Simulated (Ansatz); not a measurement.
**FePt (Tetraferroplatinum) in Ansatz: the effect of functional**

Crystal: FePt (Tetraferroplatinum).

```
CELL_PARAMETERS angstrom
2.66790 0.00000 0.00000
0.00000 2.66790 0.00000
0.00000 0.00000 3.64406
ATOMIC_POSITIONS crystal
Pt 0.50000 0.50000 0.50000
Fe 0.00000 0.00000 0.00000
```

The cell isn't the ideal one: volume scaled by 0.94.

Alike in all runs:

* Program: Ansatz 0.2.0
* Task: single point
* Potentials or basis: Ansatz PAW
* k mesh: 10 × 10 × 7
* Occupations: fermi-dirac, width 0.05 eV
* Spin: collinear spin, ferromagnetic start
* Starting moments: [0.0, 3.0] μB

```csv
functional,cutoff,pressure (GPa),moment (μB)
LDA,420 eV (not typed: the program's choice for these potentials),1.6,3.15
r2SCAN,500 eV (not typed: the program's choice for these potentials),18.0,3.47
PBE,420 eV (not typed: the program's choice for these potentials),?,?
```

Task: What does the run with functional PBE give?

Result: Pressure 19.4 GPa; moment 3.20 μB.

Caveats: the PAW data sets come from PBE, with cores solved anew for the run's functional, which leaves a small shift of forces and pressure (some runs); the magnetic or orbital state may not be the lowest (some runs).
